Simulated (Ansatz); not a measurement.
The cell is SnSe, h-MgO type; cell and atoms were relaxed with r2SCAN. The symmetry is P6_3/mmc (No. 194, hexagonal); a = 5.064 Å, c = 6.073 Å in the conventional setting, 33.73 Å³ an atom. Sn is surrounded by 5 Se at 2.92–3.04 Å; Se is surrounded by 5 Sn at 2.92–3.04 Å.

```
Sn Se
1.0
     5.06445    0.00000    0.00000
    -2.53223    4.38595    0.00000
     0.00000    0.00000    6.07339
Sn Se
2 2
Direct
  0.33333 0.66667 0.25000
  0.66667 0.33333 0.75000
  0.66667 0.33333 0.25000
  0.33333 0.66667 0.75000
```

The questions ask for values computed with Ansatz on this geometry. All values are calculated for a non-magnetic cell, which may be hypothetical.

(1) Is there a gap with r2SCAN, and of what kind?

(2) How does the gap change from r2SCAN to LDA (6×6×4)?

(3) How does the gap change from r2SCAN to PBE (6×6×4)?

(4) Order these levels by the gap that they give, smallest first.
A. LDA
B. PBE
C. PBE0
D. HSE06
E. r2SCAN

(5) Roughly how does the cost of the HSE06 run (6×6×4) compare with r2SCAN's (6×6×4)?

Results:

(1) The r2SCAN gap is direct at H: 0.58 eV.

(2) With LDA the gap is 0.36 eV and direct, at H. The gap differs by -0.22 eV from r2SCAN's.

(3) The PBE gap is direct at H: 0.41 eV. The gap differs by -0.17 eV from r2SCAN's.

(4) A (0.36 eV), B (0.41 eV), E (0.58 eV), D (0.76 eV), C (1.32 eV).

(5) About 29 times as much (11 core-minutes against 22 core-seconds, on 2 threads of Intel(R) Xeon(R) Processor @ 2.70GHz, with other jobs on the host).

No spin-orbit coupling is included; it can move band edges with weight on the heavy atoms by tenths of an eV.

The meshes of the hybrids are coarse, so their gaps aren't converged to the digits shown.
